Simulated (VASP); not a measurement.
# Na2S (Fm-3m) in VASP: single point with HSE06

Aim: the single point of Na2S with HSE06.

All numbers are computed with VASP 6.6.1; they aren't measurements. Logs are shortened: lines on timing, memory, paths and dates and some standing lists are left out, and cuts for length are marked.

## Step 1: Starting point

It takes space group Fm-3m (No. 225, cubic). Conventional cell: a = 6.511 Å, b = 6.511 Å, c = 6.511 Å, α = 90.00°, β = 90.00°, γ = 90.00°. Na (site symmetry -43m) has 4 S at 2.82 Å as nearest neighbours. Around S (site symmetry m-3m) lie 8 Na at 2.82 Å.

## Step 2: Single point, HSE06

File POSCAR:

```
Na2S
1.0
    0.0000000000      3.2554286299      3.2554286299
    3.2554286299      0.0000000000      3.2554286299
    3.2554286299      3.2554286299      0.0000000000
Na S
2 1
Direct
    0.2500000000      0.2500000000      0.2500000000
    0.7500000000      0.7500000000      0.7500000000
    0.0000000000      0.0000000000      0.0000000000
```

File INCAR.step1:

```
  PREC = Accurate
  ENCUT = 520
  EDIFF = 1E-5
  ISMEAR = 0
  SIGMA = 0.01
  LREAL = F
  LASPH = T
  NELM = 100
  ALGO = Normal
  ISIF = 2
  LWAVE = T
  LCHARG = F
  GGA = PE
  NBANDS = 17
```

File INCAR.step2:

```
  PREC = Accurate
  ENCUT = 520
  EDIFF = 1E-6
  ISMEAR = 0
  SIGMA = 0.01
  LREAL = F
  LASPH = T
  NELM = 100
  ALGO = Normal
  ISIF = 2
  LWAVE = F
  LCHARG = F
  GGA = PE
  LHFCALC = T
  HFSCREEN = 0.2079
  PRECFOCK = Normal
  ISTART = 1
  NBANDS = 17
```

File KPOINTS:

```
Automatic mesh
0
Gamma
  4 4 4
```

Potentials or basis: VASP PAW PBE potentials, release 64 (Na_pv, S).

Run with:

```bash
cat potpaw_PBE.64/Na_pv/POTCAR potpaw_PBE.64/S/POTCAR > POTCAR
cp INCAR.step1 INCAR
mpirun -np 1 vasp_std > vasp.out
cp INCAR.step2 INCAR
mpirun -np 1 vasp_std > vasp.out
```

OUTCAR:

```text
PREC = Accurate
   ENCUT = 520
   EDIFF = 1E-6
   ISMEAR = 0
   LREAL = F
   LASPH = T
   NELM = 100
   ISIF = 2
   GGA = PE
   LHFCALC = T
   HFSCREEN = 0.2079
   PRECFOCK = Normal
   ISTART = 1

 ion  position               nearest neighbor table
   1  0.250  0.250  0.250-
   2  0.750  0.750  0.750-
   3  0.000  0.000  0.000-

  LATTYP: Found a face centered cubic cell.
 ALAT       =     6.5108572598

  Lattice vectors:

 A1 = (   0.0000000000,   3.2554286299,   3.2554286299)
 A2 = (   3.2554286299,   0.0000000000,   3.2554286299)
 A3 = (   3.2554286299,   3.2554286299,   0.0000000000)

Analysis of symmetry for initial positions (statically):
=====================================================================
 Subroutine PRICEL returns:
 Original cell was already a primitive cell.

 Routine SETGRP: Setting up the symmetry group for a
 face centered cubic supercell.

 Subroutine GETGRP returns: Found 48 space group operations
 (whereof 48 operations were pure point group operations)
 out of a pool of 48 trial point group operations.

The static configuration has the point symmetry O_h .

Analysis of symmetry for dynamics (positions and initial velocities):
=====================================================================
 Subroutine PRICEL returns:
 Original cell was already a primitive cell.

 Routine SETGRP: Setting up the symmetry group for a
 face centered cubic supercell.

 Subroutine GETGRP returns: Found 48 space group operations
 (whereof 48 operations were pure point group operations)
 out of a pool of 48 trial point group operations.

The dynamic configuration has the point symmetry O_h .

 Subroutine INISYM returns: Found 48 space group operations
 (whereof 48 operations are pure point group operations),
 and found     1 'primitive' translations

----------------------------------------------------------------------------------------

                                     Primitive cell

  volume of cell :      69.0009

  direct lattice vectors                    reciprocal lattice vectors
     0.000000000  3.255428630  3.255428630    -0.153589606  0.153589606  0.153589606
     3.255428630  0.000000000  3.255428630     0.153589606 -0.153589606  0.153589606
     3.255428630  3.255428630  0.000000000     0.153589606  0.153589606 -0.153589606

  length of vectors
     4.603871320  4.603871320  4.603871320     0.266025001  0.266025001  0.266025001

  position of ions in fractional coordinates (direct lattice)
     0.250000000  0.250000000  0.250000000
     0.750000000  0.750000000  0.750000000
     0.000000000  0.000000000  0.000000000

  ion indices of the primitive-cell ions
   primitive index   ion index
                 1           1
                 2           2
                 3           3

----------------------------------------------------------------------------------------

 KPOINTS: Automatic mesh

Automatic generation of k-mesh.
 Grid dimensions read from file:
 generate k-points for:    4    4    4

 Generating k-lattice:

  Cartesian coordinates                     Fractional coordinates (reciprocal lattice)
    -0.038397401  0.038397401  0.038397401     0.250000000  0.000000000  0.000000000
     0.038397401 -0.038397401  0.038397401     0.000000000  0.250000000  0.000000000
     0.038397401  0.038397401 -0.038397401     0.000000000  0.000000000  0.250000000

  Length of vectors
     0.066506250  0.066506250  0.066506250

  Shift w.r.t. Gamma in fractional coordinates (k-lattice)
     0.000000000  0.000000000  0.000000000

 Subroutine IBZKPT returns following result:
 ===========================================

 Found      8 irreducible k-points:

 Following reciprocal coordinates:
            Coordinates               Weight
  0.000000  0.000000  0.000000      1.000000
  0.250000  0.000000  0.000000      8.000000
  0.500000  0.000000  0.000000      4.000000
  0.250000  0.250000  0.000000      6.000000
  0.500000  0.250000  0.000000     24.000000
 -0.250000  0.250000  0.000000     12.000000
  0.500000  0.500000  0.000000      3.000000
 -0.250000  0.500000  0.250000      6.000000
   k-points           NKPTS =      8   k-points in BZ     NKDIM =     64   number of bands    NBANDS=     17
   number of dos      NEDOS =    301   number of ions     NIONS =      3
   total plane-waves  NPLWV =  46656
   dimension x,y,z NGX =    36 NGY =   36 NGZ =   36
   dimension x,y,z NGXF=    72 NGYF=   72 NGZF=   72
   ions per type =               2   1
   NGX,Y,Z   is equivalent  to a cutoff of  13.00, 13.00, 13.00 a.u.
   NGXF,Y,Z  is equivalent  to a cutoff of  26.00, 26.00, 26.00 a.u.
 SYSTEM =  unknown system
   PREC   = accura    normal or accurate (medium, high low for compatibility)
   ISTART =      1    job   : 0-new  1-cont  2-samecut
   ICHARG =      0    charge: 1-file 2-atom 10-const
   ISPIN  =      1    spin polarized calculation?
   LNONCOLLINEAR =      F non collinear calculations
   LSORBIT =      F    spin-orbit coupling
   LASPH  =      T    aspherical Exc in radial PAW
   ENCUT  =  520.0 eV  38.22 Ry    6.18 a.u.   8.56  8.56  8.56*2*pi/ulx,y,z
   NELM   =    100;   NELMIN=  2; NELMDL=  0     # of ELM steps
   EDIFF  = 0.1E-05   stopping-criterion for ELM
   LREAL  =      F    real-space projection
   EDIFFG = 0.1E-04   stopping-criterion for IOM
   NSW    =      0    number of steps for IOM
   IBRION =     -1    ionic relax: 0-MD 1-quasi-New 2-CG
   NFREE  =      0    steps in history (QN), initial steepest desc. (CG)
   ISIF   =      2    stress and relaxation
   ISYM   =      3    0-nonsym 1-usesym 2-fastsym
   POTIM  = 0.5000    time-step for ionic-motion
   TEBEG  =    0.0;   TEEND  =   0.0 temperature during run
   PSTRESS=    0.0 pullay stress
   NELECT =      20.0000    total number of electrons
   NUPDOWN=      -1.0000    fix difference up-down
   EMIN   =  10.00;   EMAX   =-10.00  energy-range for DOS
   EFERMI =   0.00;   METHOD = LEGACY
   ISMEAR =     0;   SIGMA  =   0.01  broadening in eV -4-tet -1-fermi 0-gaus
   EFERMI_NEDOS =   21; number of points for ismear=-14 and -15
   IALGO  =     38    algorithm
   IMIX   =      1    mixing-type and parameters
     AMIX     =   0.40;   BMIX     =  1.00
     AMIX_MAG =   1.60;   BMIX_MAG =  1.00
  volume/ion in A,a.u.               =      23.00       155.21
  Fermi-wavevector in a.u.,A,eV,Ry     =   1.083428  2.047382 15.970734  1.173816
  Thomas-Fermi vector in A             =   2.219494
   LORBIT       =      0    0 simple, 1 ext, 2 COOP (PROOUT), +10 PAW based schemes
   GGA     = PE    functional components
   LHFCALC =     T    Hartree Fock is set to
   PRECFOCK=normal    Normal, Fast or Accurate (Low or Medium for compatibility)
   ENCUT4O =  -1.0   cutoff for four orbital integrals eV
   NKREDX  =     1    reduce k-point grid by
   NKREDY  =     1    reduce k-point grid by
   NKREDZ  =     1    reduce k-point grid by
   AEXX    =    0.2500 exact exchange contribution
   HFSCREEN=    0.2079 screening length (either q_TF or 0.3 A-1)
   HFSCREENC=   0.2079 screening length for correlation (either q_TF or 0.3 A-1)
   ENCUTFOCK=  -1.0 apply spherical cutoff to Coloumb kernel
   IVDW    =     0    specifies the selected vdW correction
   LEPSILON=     F    determine dielectric tensor
   LRPA    =     F    only Hartree local field effects (RPA)
 non-spin polarized calculation
 Gauss-broadening in eV      SIGMA  =   0.01
  energy-cutoff  :      520.00
  volume of cell :       69.00
 maximum number of plane-waves:      1880
 NGX is ok and might be reduce to    36
  NGX = 28; NGY = 28; NGZ = 28

 number of electron      19.9999984 magnetization

 Free energy of the ion-electron system (eV)
  ---------------------------------------------------
  ext. energy  EPLUGINS =         0.00000000
  ---------------------------------------------------
  free energy    TOTEN  =       -11.50294932 eV

  energy without entropy =      -11.50294932  energy(sigma->0) =      -11.50294932

 E-fermi :  -0.4162     XC(G=0):  -6.5770

 val. band max:       -0.4715757245   @ k =   0.0000   0.0000   0.0000
 cond. band min:       3.0476532738   @ k =   0.0000   0.0000   0.0000
 fundamental gap:      3.5192289982
 Fermi energy:        -0.4161901493

 k-point     1 :       0.0000    0.0000    0.0000
  band No.  band energies     occupation
      1     -25.0025      2.00000
      2     -25.0025      2.00000
      3     -25.0025      2.00000
      4     -24.9505      2.00000
      5     -24.9505      2.00000
      6     -24.9505      2.00000
[... 9 lines left out ...]
     16      10.1522      0.00000
     17      12.0330      0.00000

 k-point     2 :       0.2500    0.0000    0.0000
  band No.  band energies     occupation
      1     -24.9980      2.00000
      2     -24.9954      2.00000
      3     -24.9954      2.00000
      4     -24.9618      2.00000
      5     -24.9586      2.00000
      6     -24.9586      2.00000
[... 9 lines left out ...]
     16       9.9483      0.00000
     17      11.1339      0.00000

 k-point     3 :       0.5000    0.0000    0.0000
  band No.  band energies     occupation
      1     -24.9862      2.00000
      2     -24.9804      2.00000
      3     -24.9786      2.00000
      4     -24.9786      2.00000
      5     -24.9764      2.00000
      6     -24.9764      2.00000
[... 9 lines left out ...]
     16      12.3540      0.00000
     17      12.3540      0.00000

 k-point     4 :       0.2500    0.2500    0.0000
  band No.  band energies     occupation
      1     -25.0084      2.00000
      2     -25.0084      2.00000
      3     -24.9902      2.00000
      4     -24.9698      2.00000
      5     -24.9469      2.00000
      6     -24.9469      2.00000
[... 9 lines left out ...]
     16      11.0107      0.00000
     17      13.3588      0.00000

 k-point     5 :       0.5000    0.2500    0.0000
  band No.  band energies     occupation
      1     -25.0146      2.00000
      2     -25.0049      2.00000
      3     -25.0033      2.00000
      4     -24.9547      2.00000
      5     -24.9530      2.00000
      6     -24.9486      2.00000
[... 9 lines left out ...]
     16      12.4538      0.00000
     17      13.0787      0.00000

 k-point     6 :      -0.2500    0.2500    0.0000
  band No.  band energies     occupation
      1     -25.0154      2.00000
      2     -24.9865      2.00000
      3     -24.9823      2.00000
      4     -24.9759      2.00000
      5     -24.9728      2.00000
      6     -24.9434      2.00000
[... 9 lines left out ...]
     16      11.8644      0.00000
     17      12.9874      0.00000

 k-point     7 :       0.5000    0.5000    0.0000
  band No.  band energies     occupation
      1     -25.0295      2.00000
      2     -25.0143      2.00000
      3     -25.0143      2.00000
      4     -24.9432      2.00000
      5     -24.9432      2.00000
      6     -24.9369      2.00000
[... 9 lines left out ...]
     16      12.7273      0.00000
     17      12.9550      0.00000

 k-point     8 :      -0.2500    0.5000    0.2500
  band No.  band energies     occupation
      1     -25.0248      2.00000
      2     -25.0191      2.00000
      3     -24.9789      2.00000
      4     -24.9789      2.00000
      5     -24.9404      2.00000
      6     -24.9397      2.00000
[... 9 lines left out ...]
     16      11.5201      0.00000
     17      12.9746      0.00000

------------------------ aborting loop because EDIFF is reached ----------------------------------------

  FORCE on cell =-STRESS in cart. coord.  units (eV):
  Direction    XX          YY          ZZ          XY          YZ          ZX
  --------------------------------------------------------------------------------------
  -------------------------------------------------------------------------------------
  Total        0.1017514      0.1017514      0.1017514     -0.0000000     -0.0000000      0.0000000
  in kB        2.3626344      2.3626344      2.3626344     -0.0000000     -0.0000000      0.0000000
  external PRESSURE =       2.3626344 kB  Pullay stress =       0.0000000 kB

 VOLUME and BASIS-vectors are now :
 -----------------------------------------------------------------------------
  energy-cutoff  :      520.00
  volume of cell :       69.00
      direct lattice vectors                 reciprocal lattice vectors
     0.000000000  3.255428630  3.255428630    -0.153589606  0.153589606  0.153589606
     3.255428630  0.000000000  3.255428630     0.153589606 -0.153589606  0.153589606
     3.255428630  3.255428630  0.000000000     0.153589606  0.153589606 -0.153589606

 POSITION                                       TOTAL-FORCE (eV/Angst)
 -----------------------------------------------------------------------------------
      1.62771      1.62771      1.62771        -0.000000     -0.000000     -0.000000
      4.88314      4.88314      4.88314         0.000000      0.000000      0.000000
      0.00000      0.00000      0.00000         0.000000     -0.000000     -0.000000
 -----------------------------------------------------------------------------------
    total drift:                                0.000000      0.000001      0.000000

  FREE ENERGIE OF THE ION-ELECTRON SYSTEM (eV)
  ---------------------------------------------------
  free  energy   TOTEN  =       -11.5029493241 eV

  energy  without entropy=      -11.5029493241  energy(sigma->0) =      -11.50294932
```

It took 5.5 min on 1 thread of Intel Xeon 6975P-C (Granite Rapids), shared host; peak memory 0.3 GiB.

Results:

- Free energy: -11.5029 eV
- Pressure: 0.2 GPa
- Band gap on the k mesh: 3.52 eV, direct

Caveat: the PAW data sets were made with another functional, which shifts forces and pressure a little.
